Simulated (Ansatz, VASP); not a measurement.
## RbBr: VASP beside Ansatz

INCAR

```
SYSTEM = RbBr
ALGO = Normal
EDIFF = 1E-6
ENCUT = 520
GGA = PE
ISIF = 2
ISMEAR = 0
LASPH = .TRUE.
LCHARG = .FALSE.
LREAL = .FALSE.
LWAVE = .FALSE.
NBANDS = 15
NELM = 80
PREC = Accurate
SIGMA = 0.01
```

KPOINTS

```
k-points
0
G
  4 4 4
  0 0 0
```

File POSCAR:

```
RbBr
1.0
    0.0000000000      3.8694968646      3.8694968646
    3.8694968646      0.0000000000      3.8694968646
    3.8694968646      3.8694968646      0.0000000000
Rb Br
1 1
Direct
    0.0000000000      0.0000000000      0.0000000000
    0.2500000000      0.2500000000      0.2500000000
```

Input for Ansatz:

```yaml
crystal:
  lattice:
    - [0.0, 3.8694968646, 3.8694968646]
    - [3.8694968646, 0.0, 3.8694968646]
    - [3.8694968646, 3.8694968646, 0.0]
  atoms:
    - { symbol: Rb, position: [0.0, 0.0, 0.0] }
    - { symbol: Br, position: [0.25, 0.25, 0.25] }
kpoints:
  mp_grid: { grid: [4, 4, 4] }
hamiltonian:
  xc: pbe
scf:
  occupations: { method: fixed }
output:
  optics:
    e_range: [0, 18]
    de: 0.05
    sigma: 0.1
    bands: { spectra_wanted_up_to: 18 }
  write_density: true
  write_potential: true
  elf: true
  volumetric_format: npy
```

Alike in both runs: task single point; functional PBE; k mesh 4 × 4 × 4; no spin polarisation.

|  | VASP | Ansatz |
| --- | --- | --- |
| version | VASP 6.6.1 | Ansatz 0.2.0 |
| potentials or method | VASP PAW PBE potentials, release 64 (Rb_sv, Br) | plane waves, PAW |
| plane-wave cutoff (eV) | 520 | 420 |
| occupations | gaussian, width 0.01 eV | fixed |
| valence electrons in the cell | 16 | 16 |

```tsv
	VASP	Ansatz	Ansatz less VASP
gap on the k mesh at the Fermi level (eV)	4.07	4.07	0.000
```

Ansatz warned: «xc_potential_rough_in_thin_density».

A k mesh can miss the band edges. As with any semilocal functional, this PBE gap is likely too small.
